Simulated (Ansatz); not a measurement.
# Structure relaxation of V

Theory: DFT PBEsol, scalar-relativistic, plane waves, PAW in Ansatz 0.2.0. Cutoff 420 eV, Γ-centred k mesh, Gaussian smearing, no spin polarisation in the final step.

V was placed on the lonsdaleite structure type (P6_3/mmc, No. 194), at a guessed volume.

```xyz
4
Lattice="3.4058 0.0000 0.0000 -1.7029 2.9495 0.0000 0.0000 0.0000 5.6195" Properties=species:S:1:pos:R:3 pbc="T T T"
V     0.0000    1.9663    2.4585
V     1.7029    0.9832    5.2683
V     1.7029    0.9832    3.1610
V     0.0000    1.9663    0.3512
```

Cell and atoms relax at zero pressure; the relaxation can't lower the symmetry of the start. After a coarse first stage the cell is made exact in the group found at 0.06 Å.

Energies count from the standard state of V at the same level.

Task: Describe the relaxed structure.

Result: It keeps P6_3/mmc (No. 194), but not the shape of the type it started on. Conventional cell: a = 2.752 Å, c = 8.182 Å. V has 1 V at 2.14 Å, 3 V at 2.52 Å and 6 V at 2.75 Å.

```
V
1.0
     2.75152    0.00000    0.00000
    -1.37576    2.38289    0.00000
     0.00000    0.00000    8.18197
V
4
Cartesian
  0.0000 1.5886 3.1138
  1.3758 0.7943 7.2048
  1.3758 0.7943 5.0681
  0.0000 1.5886 0.9771
```

Task: What are its volume, energy, density and gap?

Result: The volume per atom is 13.41 Å³ and the density is 6.31 g/cm³. The energy over the standard structure is 0.41 eV/atom and the gap on the 18×18×6 mesh is 0 eV (a metal).

The final run used a 18×18×6 mesh on its 4-atom cell and 0.10 eV smearing. The k mesh leaves about 4 meV/atom of noise in metals. Symmetry constrained the relaxation, so the result can be a saddle point. The steps took about 2.6 core-minutes in all.

This form isn't the element's structure at ambient conditions.